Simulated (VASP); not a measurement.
# CO in VASP: further runs

Aim: see how the results for CO move with the level of theory and the settings. Levels: RPBE, RPBE+D3(BJ), optB86b-vdW, rev-vdW-DF2, LDA. Tasks: single point.

Everything below comes from runs of VASP 6.6.1. Logs are shortened: lines on timing, memory, paths and dates and some standing lists are left out, and cuts for length are marked.

## (1) The structure

The cell holds a molecule in a box, 2 atoms: a = 11.466 Å, b = 11.966 Å, c = 12.466 Å, α = 90.00°, β = 90.00°, γ = 90.00°.

## (2) Single point, RPBE

The input, INCAR:

```
SYSTEM = CO
PREC = Accurate
ENCUT = 400
EDIFF = 1E-6
ISMEAR = 0
SIGMA = 0.01
LREAL = .FALSE.
LASPH = .TRUE.
NELM = 100
ALGO = Normal
ISIF = 2
LWAVE = .FALSE.
LCHARG = .FALSE.
GGA = RP
NBANDS = 12
ISYM = 0
```

The input, KPOINTS:

```
Automatic mesh
0
G
  1 1 1
  0 0 0
```

The input, POSCAR:

```
CO                                      
1.0
   11.4664208122      0.0000000000      0.0000000000
    0.0000000000     11.9664208122      0.0000000000
    0.0000000000      0.0000000000     12.4664208122
  C               O             
     1     1
Selective dynamics
Direct
     0.5219830802999965    0.5161969978000016    0.4612390425999990   F   F   F
     0.4773768654687762    0.4918125284690365    0.5398882483994512   T   T   T
```

Potentials or basis: VASP PAW PBE potentials, release 64 (C, O).

On the command line:

```sh
> cat potpaw_PBE.64/C/POTCAR potpaw_PBE.64/O/POTCAR > POTCAR
> mpirun -np 4 vasp_gam > vasp.out
```

OUTCAR:

```text
SYSTEM = CO
   PREC = Accurate
   ENCUT = 400
   EDIFF = 1E-6
   ISMEAR = 0
   LREAL = .FALSE.
   LASPH = .TRUE.
   NELM = 100
   ISIF = 2
   GGA = RP
   ISYM = 0

 ion  position               nearest neighbor table
   1  0.522  0.516  0.461-   2 1.14
   2  0.477  0.492  0.540-   1 1.14

IMPORTANT INFORMATION: All symmetrisations will be switched off!
NOSYMM: (Re-)initialisation of all symmetry stuff for point group C_1.

----------------------------------------------------------------------------------------

                                     Primitive cell

  volume of cell :    1710.5427

  direct lattice vectors                    reciprocal lattice vectors
    11.466420812  0.000000000  0.000000000     0.087211172  0.000000000  0.000000000
     0.000000000 11.966420812  0.000000000     0.000000000  0.083567176  0.000000000
     0.000000000  0.000000000 12.466420812     0.000000000  0.000000000  0.080215486

  length of vectors
    11.466420812 11.966420812 12.466420812     0.087211172  0.083567176  0.080215486

  position of ions in fractional coordinates (direct lattice)
     0.521983080  0.516196998  0.461239043
     0.477376865  0.491812528  0.539888248

  ion indices of the primitive-cell ions
   primitive index   ion index
                 1           1
                 2           2

----------------------------------------------------------------------------------------

 KPOINTS: Automatic mesh

Automatic generation of k-mesh.
 Grid dimensions read from file:
 generate k-points for:    1    1    1

 Generating k-lattice:

  Cartesian coordinates                     Fractional coordinates (reciprocal lattice)
     0.087211172  0.000000000  0.000000000     1.000000000  0.000000000  0.000000000
     0.000000000  0.083567176  0.000000000     0.000000000  1.000000000  0.000000000
     0.000000000  0.000000000  0.080215486     0.000000000  0.000000000  1.000000000

  Length of vectors
     0.087211172  0.083567176  0.080215486

  Shift w.r.t. Gamma in fractional coordinates (k-lattice)
     0.000000000  0.000000000  0.000000000

 Subroutine IBZKPT returns following result:
 ===========================================

 Found      1 irreducible k-points:

 Following reciprocal coordinates:
            Coordinates               Weight
  0.000000  0.000000  0.000000      1.000000
   k-points           NKPTS =      1   k-points in BZ     NKDIM =      1   number of bands    NBANDS=     12
   number of dos      NEDOS =    301   number of ions     NIONS =      2
   total plane-waves  NPLWV = 537600
   dimension x,y,z NGX =    80 NGY =   80 NGZ =   84
   dimension x,y,z NGXF=   160 NGYF=  160 NGZF=  168
   ions per type =               1   1
   NGX,Y,Z   is equivalent  to a cutoff of  11.60, 11.11, 11.20 a.u.
   NGXF,Y,Z  is equivalent  to a cutoff of  23.20, 22.23, 22.40 a.u.
 SYSTEM =  CO
   PREC   = accura    normal or accurate (medium, high low for compatibility)
   ISTART =      0    job   : 0-new  1-cont  2-samecut
   ICHARG =      2    charge: 1-file 2-atom 10-const
   ISPIN  =      1    spin polarized calculation?
   LNONCOLLINEAR =      F non collinear calculations
   LSORBIT =      F    spin-orbit coupling
   LASPH  =      T    aspherical Exc in radial PAW
   ENCUT  =  400.0 eV  29.40 Ry    5.42 a.u.  18.70 19.51 20.33*2*pi/ulx,y,z
   NELM   =    100;   NELMIN=  2; NELMDL= -5     # of ELM steps
   EDIFF  = 0.1E-05   stopping-criterion for ELM
   LREAL  =      F    real-space projection
   EDIFFG = 0.1E-04   stopping-criterion for IOM
   NSW    =      0    number of steps for IOM
   IBRION =     -1    ionic relax: 0-MD 1-quasi-New 2-CG
   NFREE  =      0    steps in history (QN), initial steepest desc. (CG)
   ISIF   =      2    stress and relaxation
   ISYM   =      0    0-nonsym 1-usesym 2-fastsym
   POTIM  = 0.5000    time-step for ionic-motion
   TEBEG  =    0.0;   TEEND  =   0.0 temperature during run
   PSTRESS=    0.0 pullay stress
   NELECT =      10.0000    total number of electrons
   NUPDOWN=      -1.0000    fix difference up-down
   EMIN   =  10.00;   EMAX   =-10.00  energy-range for DOS
   EFERMI =   0.00;   METHOD = LEGACY
   ISMEAR =     0;   SIGMA  =   0.01  broadening in eV -4-tet -1-fermi 0-gaus
   EFERMI_NEDOS =   21; number of points for ismear=-14 and -15
   IALGO  =     38    algorithm
   IMIX   =      4    mixing-type and parameters
     AMIX     =   0.40;   BMIX     =  1.00
     AMIX_MAG =   1.60;   BMIX_MAG =  1.00
  volume/ion in A,a.u.               =     855.27      5771.66
  Fermi-wavevector in a.u.,A,eV,Ry     =   0.294915  0.557309  1.183365  0.086975
  Thomas-Fermi vector in A             =   1.157983
   LORBIT       =      0    0 simple, 1 ext, 2 COOP (PROOUT), +10 PAW based schemes
   GGA     = RP    functional components
   LHFCALC =     F    Hartree Fock is set to
   AEXX    =    0.0000 exact exchange contribution
   IVDW    =     0    specifies the selected vdW correction
   LEPSILON=     F    determine dielectric tensor
   LRPA    =     F    only Hartree local field effects (RPA)
 non-spin polarized calculation
 Gauss-broadening in eV      SIGMA  =   0.01
  energy-cutoff  :      400.00
  volume of cell :     1710.54
 maximum number of plane-waves:     15554
 NGX is ok and might be reduce to    80
   NGX = 37   NGY = 39   NGZ = 41

 number of electron      10.0000001 magnetization

 Free energy of the ion-electron system (eV)
  ---------------------------------------------------
  ext. energy  EPLUGINS =         0.00000000
  ---------------------------------------------------
  free energy    TOTEN  =       -14.47288265 eV

  energy without entropy =      -14.47288265  energy(sigma->0) =      -14.47288265

 E-fermi :  -8.9290     XC(G=0):  -0.4113

 val. band max:       -8.9780123084   @ k =   0.0000   0.0000   0.0000
 cond. band min:      -2.0004317364   @ k =   0.0000   0.0000   0.0000
 fundamental gap:      6.9775805720
 Fermi energy:        -8.9290111048

 k-point     1 :       0.0000    0.0000    0.0000
  band No.  band energies     occupation
      1     -29.1936      2.00000
      2     -13.9718      2.00000
      3     -11.5884      2.00000
      4     -11.5882      2.00000
      5      -8.9780      2.00000
      6      -2.0004      0.00000
      7      -2.0002      0.00000
      8      -0.2227      0.00000
      9       0.6222      0.00000
     10       0.7667      0.00000
     11       0.7919      0.00000
     12       0.8651      0.00000

------------------------ aborting loop because EDIFF is reached ----------------------------------------

  FORCE on cell =-STRESS in cart. coord.  units (eV):
  Direction    XX          YY          ZZ          XY          YZ          ZX
  --------------------------------------------------------------------------------------
  -------------------------------------------------------------------------------------
  Total       -0.6147442     -0.7080344     -0.2965040      0.0691696     -0.1314502     -0.2316218
  in kB       -0.5757993     -0.6631793     -0.2777200      0.0647876     -0.1231227     -0.2169482
  external PRESSURE =      -0.5055662 kB  Pullay stress =       0.0000000 kB

 VOLUME and BASIS-vectors are now :
 -----------------------------------------------------------------------------
  energy-cutoff  :      400.00
  volume of cell :     1710.54
      direct lattice vectors                 reciprocal lattice vectors
    11.466420812  0.000000000  0.000000000     0.087211172  0.000000000  0.000000000
     0.000000000 11.966420812  0.000000000     0.000000000  0.083567176  0.000000000
     0.000000000  0.000000000 12.466420812     0.000000000  0.000000000  0.080215486

 POSITION                                       TOTAL-FORCE (eV/Angst)
 -----------------------------------------------------------------------------------
      5.98528      6.17703      5.75000         0.226120      0.125583     -0.430621
      5.47380      5.88524      6.73047        -0.226120     -0.125583      0.430621
 -----------------------------------------------------------------------------------
    total drift:                               -0.000255     -0.000750     -0.001551

  FREE ENERGIE OF THE ION-ELECTRON SYSTEM (eV)
  ---------------------------------------------------
  free  energy   TOTEN  =       -14.4728826510 eV

  energy  without entropy=      -14.4728826510  energy(sigma->0) =      -14.47288265
```

It took 25 s on 4 MPI ranks of Intel Xeon Platinum 8559C (Emerald Rapids), shared host; peak memory 0.35 GiB.

Results:

| Property | Result |
| --- | --- |
| Free energy | -14.4729 eV |
| Largest force | 0.502 eV/Å |
| Gap between the frontier levels | 6.98 eV |

Forces on the atoms (eV/Å):
```
C    0.226  0.126 -0.431
O   -0.226 -0.126  0.431
```

Levels at points of the mesh, in eV from the valence-band top:
```
           k point  band 1  band 2  band 3  band 4  band 5  band 6  band 7  band 8  band 9  band 10
(0.00, 0.00, 0.00)  -20.22   -4.99   -2.61   -2.61    0.00    6.98    6.98    8.76    9.60     9.74
```

Caveat: the cutoff is under 1.25 times the usual one of these potentials, so pressure, stress and relaxed cells hold a basis-set (Pulay) error; the standard files for N, O and F lose accuracy on very short bonds; the PAW data sets were made with another functional, which shifts forces and pressure a little. As with any semilocal functional, this RPBE gap is likely too small.

## (3) Single point, RPBE+D3(BJ)

INCAR: that of step 2 with these lines changed.

```diff
@@ -14,2 +14,3 @@
 GGA = RP
+IVDW = 12
 NBANDS = 12
```

KPOINTS is that of step 2.

POSCAR is that of step 2.

Potentials or basis: VASP PAW PBE potentials, release 64 (C, O).

On the command line:

```sh
> cat potpaw_PBE.64/C/POTCAR potpaw_PBE.64/O/POTCAR > POTCAR
> mpirun -np 4 vasp_gam > vasp.out
```

It took 24 s on 4 MPI ranks of Intel Xeon Platinum 8559C (Emerald Rapids), shared host; peak memory 0.35 GiB.

Results (log left out):

- Free energy: -14.5533 eV
- Largest force: 0.500 eV/Å
- Gap between the frontier levels: 6.98 eV
- Dispersion energy per atom: -0.040 eV

Forces in eV/Å, atoms in the order of the input:
```
C    0.225  0.125 -0.429
O   -0.225 -0.125  0.429
```

Levels at points of the mesh, in eV from the valence-band top:
```tsv
k point	band 1	band 2	band 3	band 4	band 5	band 6	band 7	band 8	band 9	band 10
(0.00, 0.00, 0.00)	-20.22	-4.99	-2.61	-2.61	0.00	6.98	6.98	8.76	9.60	9.74
```

Caveat: the cutoff is under 1.25 times the usual one of these potentials, so pressure, stress and relaxed cells hold a basis-set (Pulay) error; the standard files for N, O and F lose accuracy on very short bonds; the PAW data sets were made with another functional, which shifts forces and pressure a little.

(Part 1 of 2 ends here.)
